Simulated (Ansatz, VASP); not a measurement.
# ZnS in two plane-wave programs

One calculation is typed for both programs; each brings its own data sets. How far apart do they land? The cell is taken from a series of runs on this material, whose earlier steps may have relaxed, scaled, displaced or heated it; both programs get it as it stands.

Program: Ansatz 0.2.0. Level of theory: plane waves, with VASP 6.6.1 beside it; zone-centre phonons at LDA. Results are calculated unless marked as measured.

## (1) The structure

It takes space group R3m (No. 160, trigonal). Conventional cell: a = 3.783 Å, b = 3.783 Å, c = 9.114 Å, α = 90.00°, β = 90.00°, γ = 120.00°. Nearest to S lie 4 Zn at 2.30 to 2.31 Å. Zn has 4 S at 2.30 to 2.31 Å nearest. Farther neighbours and most contacts between anions are not listed.

## (2) VASP: zone-centre phonons, LDA, pair 1

Second derivatives magnify differences that forces hide, and they need a tight electronic threshold.

Lines of VASP's logs that name or quote its potential files are left out, and so is its time.

Input file INCAR:

```
SYSTEM = ZnS
PREC = Accurate
ENCUT = 500
EDIFF = 1E-08
NELM = 120
ISMEAR = 0
SIGMA = 0.01
LREAL = .FALSE.
ALGO = Normal
GGA = CA
NBANDS = 15
LORBIT = 11
LWAVE = .FALSE.
LCHARG = .FALSE.
ISIF = 2
IBRION = 8
LEPSILON = .TRUE.
LASPH = .TRUE.
GGA_COMPAT = .FALSE.
EFERMI = MIDGAP
KPAR = 2
```

Input file POSCAR:

```
ZnS
1.0
   -0.0292231145      2.6456182371      2.6456182371
    2.6456182371     -0.0292231145      2.6456182371
    2.6456182371      2.6456182371     -0.0292231145
S Zn
1 1
Direct
    0.0010241857      0.0010241857      0.0010241857
    0.7489758143      0.7489758143      0.7489758143
```

Input file KPOINTS:

```
Automatic mesh
0
Gamma
12 12 12
0 0 0
```

Potentials, in the order of the species: S and Zn (LDA family, release 64).

Started as:

```sh
$ mpirun -np 2 vasp_std
```

Numbers of over 12 decimals in the logs are rounded to 6 here.

The program printed:

```text
[banner, memory and clock lines left out]
running    2 mpi-ranks, on    1 nodes
 distrk:  each k-point on    1 cores,    2 groups
 distr:  one band on    1 cores,    1 groups

 POSCAR found type information on POSCAR S Zn
 POSCAR found :  2 types and       2 ions
 LDA part: xc-table for (Slater(with rela. corr.)+CA(PZ))
 , standard interpolation
 POSCAR, INCAR and KPOINTS ok, starting setup
 FFT: planning ... GRIDC
 FFT: planning ... GRID_SOFT
 FFT: planning ... GRID
 WAVECAR not read
 entering main loop
       N       E                     dE             d eps       ncg     rms          rms(c)
DAV:   1     0.801693081809E+02    0.80169E+02   -0.84764E+03  5670   0.140E+03
DAV:   2    -0.340053401507E+01   -0.83570E+02   -0.78498E+02  6209   0.265E+02
DAV:   3    -0.858620948892E+01   -0.51857E+01   -0.51580E+01  7168   0.631E+01
DAV:   4    -0.863941511407E+01   -0.53206E-01   -0.53189E-01  6825   0.669E+00
DAV:   5    -0.864002235859E+01   -0.60724E-03   -0.60722E-03  7294   0.691E-01    0.747E+00
DAV:   6    -0.824008891196E+01    0.39993E+00   -0.80193E-01  8553   0.335E+01    0.574E+00
DAV:   7    -0.821133720830E+01    0.28752E-01   -0.24869E-01  6867   0.529E+00    0.274E+00
DAV:   8    -0.820525736231E+01    0.60798E-02   -0.55549E-03  8514   0.125E+00    0.624E-01
DAV:   9    -0.820471856049E+01    0.53880E-03   -0.11653E-03  6461   0.264E-01    0.823E-02
DAV:  10    -0.820473396734E+01   -0.15407E-04   -0.82180E-05  7238   0.820E-02    0.180E-02
DAV:  11    -0.820473096580E+01    0.30015E-05   -0.92034E-06  8869   0.637E-02    0.385E-03
DAV:  12    -0.820473107851E+01   -0.11270E-06   -0.11803E-06  6951   0.101E-02    0.141E-03
DAV:  13    -0.820473107628E+01    0.22246E-08   -0.42643E-08  7231   0.161E-03
   1 F= -.82047311E+01 E0= -.82047311E+01  d E =0.000000E+00
 Linear response reoptimize wavefunctions to high precision
DAV:   1    -0.820473107684E+01   -0.56207E-09   -0.39237E-09  6965   0.576E-04
DAV:   2    -0.820473107687E+01   -0.21828E-10   -0.39570E-10  3948   0.186E-04
 Linear response G [H, r] |phi>, progress :
  Direction:   1
       N       E                     dE             d eps       ncg     rms
RMM:   1    -0.485372046763E+02   -0.48537E+02    0.14252E+02  9591   0.724E+01
RMM:   2    -0.488268499353E+02   -0.28965E+00   -0.92357E+00  9751   0.260E+01
RMM:   3    -0.490681533584E+02   -0.24130E+00   -0.68545E-01 10633   0.632E+00
RMM:   4    -0.490776750797E+02   -0.95217E-02   -0.18102E-02 10830   0.130E+00
RMM:   5    -0.490787867434E+02   -0.11117E-02   -0.24966E-03 11160   0.312E-01
RMM:   6    -0.490788076608E+02   -0.20917E-04   -0.42469E-05 11182   0.860E-02
RMM:   7    -0.490788264438E+02   -0.18783E-04   -0.40141E-05 11282   0.256E-02
RMM:   8    -0.490788246126E+02    0.18312E-05    0.18136E-05 11418   0.874E-03
RMM:   9    -0.490788259603E+02   -0.13478E-05    0.33832E-05 10559   0.307E-03
RMM:  10    -0.490788258401E+02    0.12020E-06    0.47487E-05  8822   0.138E-03
RMM:  11    -0.490788259751E+02   -0.13499E-06    0.40177E-05  7880   0.730E-04
RMM:  12    -0.490788259692E+02    0.59172E-08    0.45152E-05  7029   0.524E-04
RMM:  13    -0.490788259871E+02   -0.17886E-07    0.37967E-05  6310   0.442E-04
RMM:  14    -0.490788259910E+02   -0.39250E-08    0.42918E-05  5814   0.414E-04
RMM:  15    -0.490788259928E+02   -0.17408E-08    0.33555E-05  5342   0.404E-04
RMM:  16    -0.490788259904E+02    0.23316E-08    0.30825E-05  4991   0.400E-04
RMM:  17    -0.490788259961E+02   -0.56428E-08    0.22295E-05  4731   0.392E-04
 Linear response G [H, r] |phi>, progress :
  Direction:   2
       N       E                     dE             d eps       ncg     rms
RMM:   1    -0.515868264909E+02   -0.51587E+02    0.93724E+01  9723   0.700E+01
RMM:   2    -0.523574727069E+02   -0.77065E+00   -0.88734E+00  9625   0.250E+01
RMM:   3    -0.524954076077E+02   -0.13793E+00   -0.61378E-01 10622   0.587E+00
RMM:   4    -0.525010655798E+02   -0.56580E-02   -0.18667E-02 10995   0.121E+00
RMM:   5    -0.525019893627E+02   -0.92378E-03   -0.40674E-03 11098   0.293E-01
RMM:   6    -0.525018005680E+02    0.18879E-03   -0.25151E-05 11182   0.799E-02
RMM:   7    -0.525018290792E+02   -0.28511E-04   -0.15183E-04 11278   0.239E-02
RMM:   8    -0.525018131990E+02    0.15880E-04    0.38646E-05 11438   0.845E-03
RMM:   9    -0.525018169069E+02   -0.37079E-05    0.44223E-05 10527   0.306E-03
RMM:  10    -0.525018167258E+02    0.18115E-06    0.59239E-05  8803   0.144E-03
RMM:  11    -0.525018169079E+02   -0.18216E-06    0.61627E-05  7666   0.767E-04
RMM:  12    -0.525018169287E+02   -0.20751E-07    0.53748E-05  6721   0.558E-04
RMM:  13    -0.525018169792E+02   -0.50556E-07    0.60627E-05  6226   0.466E-04
RMM:  14    -0.525018170174E+02   -0.38125E-07    0.53944E-05  5929   0.447E-04
RMM:  15    -0.525018169550E+02    0.62414E-07    0.57049E-05  5555   0.427E-04
RMM:  16    -0.525018170783E+02   -0.12338E-06    0.50435E-05  5221   0.425E-04
 Linear response G [H, r] |phi>, progress :
  Direction:   3
[...]
RMM:   4    -0.607215875206E+00   -0.89306E-05   -0.45005E-05 10406   0.301E-02
RMM:   5    -0.607216083335E+00   -0.20813E-06   -0.64220E-06 10534   0.808E-03
RMM:   6    -0.607216180721E+00   -0.97386E-07   -0.14378E-06 10488   0.260E-03
RMM:   7    -0.607216187089E+00   -0.63680E-08   -0.30736E-07  9372   0.950E-04
[...]
RMM:   9    -0.562826570032E+00    0.58551E-05   -0.29097E-07 27247   0.156E-03    0.378E-04
RMM:  10    -0.562831811987E+00   -0.52420E-05   -0.49111E-08 26983   0.428E-04    0.185E-04
RMM:  11    -0.562831701174E+00    0.11081E-06   -0.32873E-08 21545   0.121E-04    0.468E-05
RMM:  12    -0.562831535662E+00    0.16551E-06    0.39279E-08 19318   0.798E-05    0.102E-05
RMM:  13    -0.562831577370E+00   -0.41708E-07   -0.19823E-08  8895   0.440E-05    0.102E-06
 change of polarisation eV/A/(eV/A) component  1 :     1.069     0.171    -0.184
 dielectric tensor                  component  1 :     6.138     0.824    -0.887
 Linear response to external field, progress :
  Direction:   2
       N       E                     dE             d eps       ncg     rms          rms(c)
RMM:   1    -0.557446333236E+00   -0.55745E+00   -0.21454E+00 18627   0.381E+00
RMM:   2    -0.585747178559E+00   -0.28301E-01   -0.14258E-02 25842   0.831E-01    0.143E+00
RMM:   3    -0.549421823598E+00    0.36325E-01   -0.25256E-02 25114   0.861E-01    0.745E-01
RMM:   4    -0.555068530980E+00   -0.56467E-02   -0.17592E-02 25654   0.716E-01    0.183E-01
RMM:   5    -0.561762255843E+00   -0.66937E-02   -0.93437E-04 25823   0.189E-01    0.392E-02
RMM:   6    -0.562522261262E+00   -0.76001E-03   -0.10784E-04 25472   0.653E-02    0.238E-02
RMM:   7    -0.562794359668E+00   -0.27210E-03   -0.84508E-06 25911   0.175E-02    0.359E-03
RMM:   8    -0.562832700005E+00   -0.38340E-04   -0.52423E-07 26948   0.464E-03    0.998E-04
RMM:   9    -0.562826940468E+00    0.57595E-05   -0.14964E-07 27243   0.156E-03    0.379E-04
RMM:  10    -0.562832183338E+00   -0.52429E-05    0.12557E-08 26994   0.428E-04    0.184E-04
RMM:  11    -0.562832088877E+00    0.94461E-07   -0.32235E-08 21501   0.120E-04    0.463E-05
RMM:  12    -0.562831929080E+00    0.15980E-06    0.34105E-10 19261   0.791E-05    0.993E-06
 change of polarisation eV/A/(eV/A) component  2 :     0.107     1.069    -0.120
 dielectric tensor                  component  2 :     0.513     6.138    -0.576
 Linear response to external field, progress :
  Direction:   3
       N       E                     dE             d eps       ncg     rms          rms(c)
RMM:   1    -0.557627738567E+00   -0.55763E+00   -0.21473E+00 18618   0.381E+00
RMM:   2    -0.585731246725E+00   -0.28104E-01   -0.14183E-02 25835   0.830E-01    0.143E+00
RMM:   3    -0.549417210193E+00    0.36314E-01   -0.25236E-02 25104   0.861E-01    0.745E-01
RMM:   4    -0.555063311957E+00   -0.56461E-02   -0.17546E-02 25644   0.716E-01    0.183E-01
RMM:   5    -0.561760473729E+00   -0.66972E-02   -0.91415E-04 25819   0.189E-01    0.392E-02
RMM:   6    -0.562521317731E+00   -0.76084E-03   -0.10800E-04 25467   0.653E-02    0.239E-02
RMM:   7    -0.562793795558E+00   -0.27248E-03   -0.63919E-06 25902   0.175E-02    0.359E-03
RMM:   8    -0.562832453465E+00   -0.38658E-04   -0.14793E-06 26930   0.464E-03    0.996E-04
RMM:   9    -0.562826596514E+00    0.58570E-05   -0.30839E-07 27247   0.156E-03    0.379E-04
RMM:  10    -0.562831847798E+00   -0.52513E-05   -0.11355E-07 26943   0.426E-04    0.185E-04
RMM:  11    -0.562831721089E+00    0.12671E-06   -0.59627E-08 21525   0.121E-04    0.463E-05
RMM:  12    -0.562831566264E+00    0.15482E-06   -0.27397E-08 19276   0.794E-05    0.102E-05
RMM:  13    -0.562831605080E+00   -0.38816E-07   -0.34301E-10  8835   0.439E-05    0.997E-07
 change of polarisation eV/A/(eV/A) component  3 :     0.171    -0.184     1.069
 dielectric tensor                  component  3 :     0.822    -0.885     6.138
 Linear response DOF=           2
 Linear response progress:
  Degree of freedom:   1/  2
       N       E                     dE             d eps       ncg     rms          rms(c)
RMM:   1    -0.105356833653E+00   -0.10536E+00    0.50916E-02 35716   0.228E+00
RMM:   2    -0.103027627194E+00    0.23292E-02   -0.49163E-03 22916   0.673E-01    0.172E-01
RMM:   3    -0.103408660996E+00   -0.38103E-03   -0.34577E-04 24930   0.149E-01    0.854E-02
RMM:   4    -0.103793312397E+00   -0.38465E-03   -0.55517E-05 25250   0.534E-02    0.165E-02
RMM:   5    -0.103807061960E+00   -0.13750E-04   -0.50691E-06 26346   0.131E-02    0.935E-03
RMM:   6    -0.103791866066E+00    0.15196E-04   -0.59954E-07 25891   0.391E-03    0.455E-03
RMM:   7    -0.103794593482E+00   -0.27274E-05   -0.93599E-08 25616   0.130E-03    0.641E-04
RMM:   8    -0.103794980886E+00   -0.38740E-06   -0.33147E-09 27303   0.300E-04    0.126E-04
RMM:   9    -0.103794507719E+00    0.47317E-06   -0.60851E-09 26994   0.971E-05    0.412E-05
RMM:  10    -0.103794633834E+00   -0.12611E-06   -0.61389E-09 26300   0.427E-05    0.822E-06
RMM:  11    -0.103794653516E+00   -0.19682E-07   -0.41633E-09 26922   0.199E-05    0.563E-06
RMM:  12    -0.103794634083E+00    0.19433E-07    0.12688E-09 24521   0.104E-05    0.451E-07
RMM:  13    -0.103794636838E+00   -0.27559E-08    0.29689E-09 17160   0.723E-06    0.120E-07
 first order change of Fermi-energy   0.26581E+00
 force on displaced ion       1 direction 1 :  -6.450  -0.049  -0.049
 Born effective charge ion    1 direction 1 :  -1.929   0.014   0.014
 Linear response progress:
  Degree of freedom:   2/  2
       N       E                     dE             d eps       ncg     rms          rms(c)
RMM:   1    -0.212632812565E+00   -0.21263E+00   -0.15182E-03 20090   0.216E+00
RMM:   2    -0.210583631395E+00    0.20492E-02   -0.29927E-03 22927   0.461E-01    0.121E-01
RMM:   3    -0.210365913216E+00    0.21772E-03   -0.67429E-05 27146   0.669E-02    0.707E-02
RMM:   4    -0.210087052008E+00    0.27886E-03   -0.13010E-05 26841   0.260E-02    0.386E-03
RMM:   5    -0.210085682075E+00    0.13699E-05   -0.50970E-07 28189   0.456E-03    0.136E-03
RMM:   6    -0.210090179427E+00   -0.44974E-05    0.24978E-08 27966   0.143E-03    0.285E-04
RMM:   7    -0.210090662729E+00   -0.48330E-06   -0.59547E-09 28375   0.361E-04    0.127E-04
RMM:   8    -0.210090598848E+00    0.63881E-07    0.21097E-09 26936   0.157E-04    0.289E-05
RMM:   9    -0.210090426037E+00    0.17281E-06   -0.53669E-09 28406   0.562E-05    0.130E-05
RMM:  10    -0.210090386735E+00    0.39301E-07   -0.46837E-09 28321   0.259E-05    0.148E-06
RMM:  11    -0.210090387629E+00   -0.89408E-09   -0.55281E-09 25433   0.138E-05    0.621E-07
 first order change of Fermi-energy  -0.26524E+00
 force on displaced ion       2 direction 1 :  -6.504  -0.038  -0.038
 Born effective charge ion    2 direction 1 :   1.929  -0.014  -0.014
 Born effective charges drift removed
 Linear response finished
```

OUTCAR, selected parts (step 2):

```text
ion  position               nearest neighbor table
   1  0.001  0.001  0.001-   2 2.30   2 2.31   2 2.31   2 2.31
   2  0.749  0.749  0.749-   1 2.30   1 2.31   1 2.31   1 2.31

  LATTYP: Found a trigonal (rhomboedric) cell.
 ALAT       =     3.7415833150
 COS(alpha) =     0.4889243183

 Subroutine GETGRP returns: Found  6 space group operations
 (whereof  6 operations were pure point group operations)

The static configuration has the point symmetry C_3v.

 Found    189 irreducible k-points:

   k-points           NKPTS =    189   k-points in BZ     NKDIM =    189   number of bands    NBANDS=     15

   dimension x,y,z NGX =    28 NGY =   28 NGZ =   28
   dimension x,y,z NGXF=    56 NGYF=   56 NGZF=   56

   ENCUT  =  500.0 eV  36.75 Ry    6.06 a.u.   6.82  6.82  6.82*2*pi/ulx,y,z

   NELECT =      18.0000    total number of electrons

 k-points in reciprocal lattice and weights: Automatic mesh
   0.00000000  0.00000000  0.00000000       0.001
   0.08333333  0.00000000 -0.00000000       0.003
   0.16666667  0.00000000  0.00000000       0.003
   0.25000000  0.00000000  0.00000000       0.003
   0.33333333  0.00000000  0.00000000       0.003
   0.41666667  0.00000000  0.00000000       0.003
   0.50000000  0.00000000  0.00000000       0.002
   0.08333333  0.08333333  0.00000000       0.003
   0.16666667  0.08333333  0.00000000       0.007
[...]
-0.41666667  0.50000000  0.41666667       0.003
   0.50000000  0.50000000  0.50000000       0.001

 average (electrostatic) potential at core
       1 -88.8580       2 -37.1412

  Total       -0.2092709     -0.2092709     -0.2092709      0.1328065      0.1328065      0.1328065
  in kB       -8.9057676     -8.9057676     -8.9057676      5.6517349      5.6517349      5.6517349
  external PRESSURE =      -8.9057676 kB  Pullay stress =       0.0000000 kB

  energy-cutoff  :      500.00
  volume of cell :       37.65
      direct lattice vectors                 reciprocal lattice vectors
    -0.029223115  2.645618237  2.645618237    -0.185888857  0.187965092  0.187965092
     2.645618237 -0.029223115  2.645618237     0.187965092 -0.185888857  0.187965092
     2.645618237  2.645618237 -0.029223115     0.187965092  0.187965092 -0.185888857

 POSITION                                       TOTAL-FORCE (eV/Angst)
 -----------------------------------------------------------------------------------
      0.00539      0.00539      0.00539         0.000346      0.000346      0.000346
      3.94112      3.94112      3.94112        -0.000346     -0.000346     -0.000346
 -----------------------------------------------------------------------------------
    total drift:                                0.000265      0.000265      0.000265

 MACROSCOPIC STATIC DIELECTRIC TENSOR (including local field effects in DFT)
 ------------------------------------------------------
           6.137708    -0.031322    -0.031322
          -0.031322     6.137708    -0.031322
          -0.031322    -0.031322     6.137708
 ------------------------------------------------------

 PIEZOELECTRIC TENSOR (including local field effects)  for field in x, y, z        (C/m^2)
          XX          YY          ZZ          XY          YZ          ZX
  --------------------------------------------------------------------------------
  x    -0.02052     0.01154     0.01154    -0.00275    -0.67415    -0.00275
  y     0.01154    -0.02052     0.01154    -0.00275    -0.00275    -0.67415
  z     0.01154     0.01154    -0.02052    -0.67415    -0.00275    -0.00275

 BORN EFFECTIVE CHARGES (including local field effects) (in |e|, cummulative output)
 ---------------------------------------------------------------------------------
 ion    1
    1    -1.92919     0.01369     0.01369
    2     0.01369    -1.92919     0.01369
    3     0.01369     0.01369    -1.92919
 ion    2
    1     1.92919    -0.01369    -0.01369
    2    -0.01369     1.92919    -0.01369
    3    -0.01369    -0.01369     1.92919

 Eigenvectors and eigenvalues of the dynamical matrix
 ----------------------------------------------------

   1 f  =    8.631352 THz    54.232385 2PiTHz  287.910915 cm-1    35.696388 meV
             X         Y         Z           dx          dy          dz
      0.005389  0.005389  0.005389    -0.472545   -0.472545   -0.472545
      3.941121  3.941121  3.941121     0.331715    0.331715    0.331715

   2 f  =    8.541635 THz    53.668676 2PiTHz  284.918275 cm-1    35.325348 meV
             X         Y         Z           dx          dy          dz
      0.005389  0.005389  0.005389    -0.221072   -0.435094    0.656166
      3.941121  3.941121  3.941121     0.155595    0.306228   -0.461823

   3 f  =    8.541635 THz    53.668676 2PiTHz  284.918275 cm-1    35.325348 meV
             X         Y         Z           dx          dy          dz
      0.005389  0.005389  0.005389     0.630040   -0.506474   -0.123566
      3.941121  3.941121  3.941121    -0.443434    0.356466    0.086968

   4 f/i=    0.009853 THz     0.061910 2PiTHz    0.328668 cm-1     0.040750 meV
             X         Y         Z           dx          dy          dz
      0.005389  0.005389  0.005389     0.331715    0.331715    0.331715
      3.941121  3.941121  3.941121     0.472545    0.472545    0.472545

   5 f/i=    0.020301 THz     0.127557 2PiTHz    0.677177 cm-1     0.083959 meV
             X         Y         Z           dx          dy          dz
      0.005389  0.005389  0.005389     0.460219   -0.312461   -0.147758
      3.941121  3.941121  3.941121     0.653887   -0.443950   -0.209937

   6 f/i=    0.020301 THz     0.127557 2PiTHz    0.677177 cm-1     0.083959 meV
             X         Y         Z           dx          dy          dz
      0.005389  0.005389  0.005389    -0.095092   -0.351016    0.446107
      3.941121  3.941121  3.941121    -0.135108   -0.498729    0.633837

 MACROSCOPIC STATIC DIELECTRIC TENSOR IONIC CONTRIBUTION
 ------------------------------------------------------
           2.762703    -0.057156    -0.057156
          -0.057156     2.762703    -0.057156
          -0.057156    -0.057156     2.762703
 ------------------------------------------------------

 ELASTIC MODULI CONTR FROM IONIC RELAXATION (kBar)
 Direction    XX          YY          ZZ          XY          YZ          ZX
 --------------------------------------------------------------------------------
 XX          -0.8442     -0.8192     -0.8192     -7.6906    -10.1653     -7.8131
 YY          -0.8192     -0.8442     -0.8192     -7.8131     -7.6906    -10.1653
 ZZ          -0.8192     -0.8192     -0.8442    -10.1653     -7.8131     -7.6906
 XY          -7.6906     -7.8131    -10.1653   -244.2875    -10.5538    -10.5538
 YZ         -10.1653     -7.6906     -7.8131    -10.5538   -244.2875    -10.5538
 ZX          -7.8131    -10.1653     -7.6906    -10.5538    -10.5538   -244.2875
 --------------------------------------------------------------------------------

 PIEZOELECTRIC TENSOR IONIC CONTR  for field in x, y, z        (C/m^2)
          XX          YY          ZZ          XY          YZ          ZX
  --------------------------------------------------------------------------------
  x     0.03070     0.02280     0.02280    -0.01080     0.77175     0.02793
  y     0.02280     0.03070     0.02280     0.02793    -0.01080     0.77175
  z     0.02280     0.02280     0.03070     0.77175     0.02793    -0.01080
```

[end of part 1 of 2]

[Lines on the potential files, build, host, timing and source positions are cut from VASP's logs without a mark.]

[Logs are printed without paths, hosts, clocks, repeated set-up lines and the standing remarks that a program may print on its own settings, such as how far it seeks lower states.]

[Hosts, paths, dates, database ids (printed as entryN), source tags and the programs' standing remarks are cut or masked in the printed files.]
